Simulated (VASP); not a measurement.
Set up this calculation in VASP 6.6.1, as the native input.

```yaml
Task: work function
Functional: PBE
Dispersion: D3(BJ)
Potentials_or_basis: VASP PAW PBE potentials, release 64 (Al)
Cutoff: 520 eV
k_mesh: 11 × 11 × 1
Occupations: methfessel-paxton, width 0.1 eV
Spin: no spin polarisation
Dipole_correction: yes
Further_INCAR_settings: ALGO = Fast; EDIFF = 1e-06
```

The structure of Al lies in POSCAR:

```
Al                                      
1.0
    2.8857310900      0.0000000000      0.0000000000
    0.0000000000      2.8857310900      0.0000000000
    0.0000000000      0.0000000000     25.8881743900
  Al            
     4
Direct
     0.0000000000000000    0.0000000000000000    0.3813227396226065
     0.5000000000000000    0.5000000000000000    0.4612356516342762
     0.0000000000000000    0.0000000000000000    0.5387681783657208
     0.5000000000000000    0.5000000000000000    0.6186772603773935
```

The cell was built by a generator and needn't be a form met in nature.

One way to write it, as run:

INCAR

```
SYSTEM = Al
PREC = Accurate ; ENCUT = 520
EDIFF = 1E-6 ; ISMEAR = 1
SIGMA = 0.1 ; LREAL = .FALSE.
LASPH = .TRUE. ; NELM = 80
ALGO = Fast ; ISIF = 2
LWAVE = .FALSE. ; LCHARG = .TRUE.
LDIPOL = .TRUE. ; IDIPOL = 3
DIPOL = 0.5 0.5 0.500 ; GGA = PE
IVDW = 12 ; LVHAR = .TRUE.
LVACPOTAV = .TRUE. ; KPAR = 2
```

KPOINTS

```
Automatic mesh
0
G
  11 11 1
  0 0 0
```

Potentials or basis: VASP PAW PBE potentials, release 64 (Al).

Run with:

```console
$ cat potpaw_PBE.64/Al/POTCAR > POTCAR
$ mpirun -np 2 vasp_std > vasp.out
```

Results of the run:

| Item | Value |
| --- | --- |
| Largest force | 0.005 eV/Å |
| Band gap on the k mesh | none (metal or under the smearing width) |
| Dispersion energy per atom | -0.234 eV |
| Work function of the upper face | 4.32 eV |
| Work function of the lower face | 4.33 eV |

Run time: 31 s on 2 MPI ranks on AMD EPYC 9R14 (Zen 4) (shared host), peak memory 0.3 GiB a rank.
